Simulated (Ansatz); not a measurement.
Crystal: FeSi2 (Linzhiite).

```
Fe Si
1.0
     2.68400    0.00000    0.00000
     0.00000    2.68400    0.00000
     0.00000    0.00000    5.12800
Fe Si
1 2
Direct
  0.00000 0.00000 0.00000
  0.50000 0.50000 0.73000
  0.50000 0.50000 0.27000
```

Base run:

* Program: Ansatz 0.2.0
* Functional: PBEsol
* Potentials or basis: Ansatz PAW
* Cutoff: 420 eV
* Density cutoff: 1680 eV
* k mesh: 10 × 10 × 5
* Occupations: fermi-dirac, width 0.05 eV
* Spin: collinear spin, ferromagnetic start
* Starting moments: [3.0, 0.0, 0.0] μB
* Hubbard terms: Fe d U = 1 eV

Its results: band gap on the k mesh none (metal or under the smearing width); pressure -2.1 GPa; net moment 0.15 μB per cell; site moments Fe +0.17; Si -0.01 μB; largest force 0.203 eV/Å.

After a change of settings the same cell gave: band gap on the k mesh none (metal or under the smearing width); pressure 7.6 GPa; net moment 1.28 μB per cell; site moments Fe +1.47; Si -0.06 μB; largest force 0.545 eV/Å. Which change was it?
A. hubbard terms from Fe d U = 1 eV to Fe d U = 5 eV
B. hubbard terms from Fe d U = 1 eV to Fe d U = 3 eV
C. functional from PBEsol to r2SCAN; cutoff from 420 eV to 500 eV; density cutoff from 1680 eV to 2000 eV; hubbard terms from Fe d U = 1 eV to none; hubbard projectors from ortho-atomic (the default) to none
D. functional from PBEsol to BLYP; hubbard terms from Fe d U = 1 eV to none; hubbard projectors from ortho-atomic (the default) to none

A.

Caveats: the magnetic or orbital state may not be the lowest; the PAW data sets come from PBE, with cores solved anew for the run's functional, which leaves a small shift of forces and pressure; the U is typed as a test and isn't derived for this compound.

Not every run made on this cell is shown here.
